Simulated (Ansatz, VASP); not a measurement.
One calculation of Cu, two programs

The input POSCAR:

```
Cu
1.0
    0.0000000000      1.8075000000      1.8075000000
    1.8075000000      0.0000000000      1.8075000000
    1.8075000000      1.8075000000      0.0000000000
Cu
1
Direct
    0.0000000000      0.0000000000      0.0000000000
```

Contents of INCAR.step1:

```
PREC     = Accurate       # precision mode
ENCUT    = 520            # plane-wave cutoff, eV
ISMEAR   = 0              # smearing method
SIGMA    = 0.1            # smearing width, eV
LREAL    = False          # projectors in reciprocal space
LASPH    = True           # aspherical terms in the spheres
NELM     = 80             # most SCF steps
NBANDS   = 12             # bands
GGA      = PE             # functional
ALGO     = Normal         # electronic algorithm
EDIFF    = 1E-4           # SCF threshold, eV
LWAVE    = True           # write WAVECAR
LCHARG   = False          # write CHGCAR
```

INCAR.step2

```
PREC     = Accurate       # precision mode
ENCUT    = 520            # plane-wave cutoff, eV
EDIFF    = 1E-6           # SCF threshold, eV
ISMEAR   = 0              # smearing method
SIGMA    = 0.1            # smearing width, eV
LREAL    = False          # projectors in reciprocal space
LASPH    = True           # aspherical terms in the spheres
NELM     = 80             # most SCF steps
ALGO     = Normal         # electronic algorithm
ISIF     = 2              # what is computed and relaxed
LWAVE    = False          # write WAVECAR
LCHARG   = True           # write CHGCAR
METAGGA  = R2SCAN         # meta-GGA
LMIXTAU  = True         
LELF     = True           # ELF
LVHAR    = True         
NBANDS   = 12             # bands
ISTART   = 1
```

The input KPOINTS:

```
Automatic mesh
0
Gamma
  20 20 20
```

Input for Ansatz:

```yaml
crystal:
  lattice:
    - [0.0, 1.8075, 1.8075]
    - [1.8075, 0.0, 1.8075]
    - [1.8075, 1.8075, 0.0]
  atoms:
    - { symbol: Cu, position: [0.0, 0.0, 0.0] }
basis:
  ecutwfc: 500
kpoints:
  mp_grid: { grid: [20, 20, 20] }
hamiltonian:
  xc: r2scan
scf:
  occupations: { method: gaussian, width: 0.1 }
output:
  forces: true
  stress: true
  eigenvalues: true
  populations: true
  write_density: true
  write_potential: true
  elf: true
  volumetric_format: npy
```

Alike in both runs: task single point; functional r2SCAN; k mesh 20 × 20 × 20; occupations gaussian, width 0.1 eV; no spin polarisation.

|  | VASP | Ansatz |
| --- | --- | --- |
| version | VASP 6.6.1 | Ansatz 0.2.0 |
| potentials or method | VASP PAW PBE potentials, release 64 (Cu) | scalar-relativistic, plane waves, PAW |
| plane-wave cutoff (eV) | 520 | 500 |
| valence electrons in the cell | 11 | 19 |

```tsv
	VASP	Ansatz	Ansatz less VASP
gap on the k mesh at the Fermi level (eV)	none	none	-
pressure (GPa)	-4.2	-4.8	-0.59
```

A gap of «none» marks a metal or a gap that the smearing closes. With one functional, cell and mesh, what is left measures potentials, basis and numerics. The two sets of potentials don't hold the same shells in valence.

Caveats: the PAW data sets were made with another functional, which shifts forces and pressure a little (VASP).
